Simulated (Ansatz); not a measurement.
Ta2N: atomic charges with PBE+D4+U

The system is Ta2N.

```
CELL_PARAMETERS angstrom
3.11286 0.00000 0.00000
-1.55643 2.69582 0.00000
0.00000 0.00000 4.86984
ATOMIC_POSITIONS crystal
Ta 0.33333 0.66667 0.25471
Ta 0.66667 0.33333 0.74529
N 0.00000 0.00000 0.00000
```

The cell comes from a database or a generator and needn't be the stable form of this composition.

- Program: Ansatz 0.2.0
- Task: atomic charges
- Functional: PBE
- Dispersion: D4
- Potentials or basis: all-electron LAPW, relativistic spinors
- Cutoff: 337 eV (chosen from the basis error)
- Basis error allowed: 0.002 eV/atom
- k mesh: 8 × 8 × 4
- Occupations: gaussian, width 0.025 eV
- Spin: spin-orbit coupling, no magnetisation
- Hubbard terms: Ta d U = 5 eV
- Start of the occupations: auto
- Double counting: fll
- Hubbard projectors: ortho-atomic

```yaml
Pressure: 0.2 GPa
Largest_force: 0.223 eV/Å
Band_gap_on_the_k_mesh: none (metal or under the smearing width)
Loewdin_charges: Ta +0.54; N -0.73 e
```

Forces on the atoms (eV/Å):
```
Ta   0.000  0.000  0.223
Ta   0.000  0.000 -0.223
N    0.000  0.000  0.000
```

Stress tensor (GPa, compression positive):
```
-1.72  0.00  0.00
 0.00 -1.72  0.00
 0.00  0.00  4.04
```

Levels at points of the mesh, in eV from the Fermi level:
| k point | band 91 | band 92 | band 93 | band 94 | band 95 | band 96 | band 97 | band 98 |
| --- | --- | --- | --- | --- | --- | --- | --- | --- |
| (0.00, 0.00, 0.00) | -0.88 | -0.88 | -0.08 | -0.08 | 0.33 | 0.33 | 0.58 | 0.58 |
| (0.00, 0.00, -0.50) | -1.54 | -1.54 | -0.61 | -0.61 | 1.33 | 1.33 | 1.39 | 1.39 |
| (0.00, -0.50, 0.00) | -1.67 | -1.67 | 1.38 | 1.38 | 2.07 | 2.07 | 3.53 | 3.53 |
| (0.00, -0.50, -0.50) | -2.35 | -2.35 | -0.46 | -0.46 | 0.88 | 0.88 | 3.06 | 3.06 |

Run time: 2.3 min on 2 threads of Intel(R) Xeon(R) Platinum 8259CL CPU @ 2.50GHz (Skylake/Cascade Lake), with other jobs on the host, peak memory 1 GiB.

Caveat: the atomic charges don't sum to the cell's charge; U is the effective U less J, on atomic orbitals that reach past the spheres; the k mesh is thin for a metal, which can move the energy by tens of meV per atom; U without spin polarisation on a metal has little footing; pairwise dispersion overbinds metals, which lowers pressure and volume.
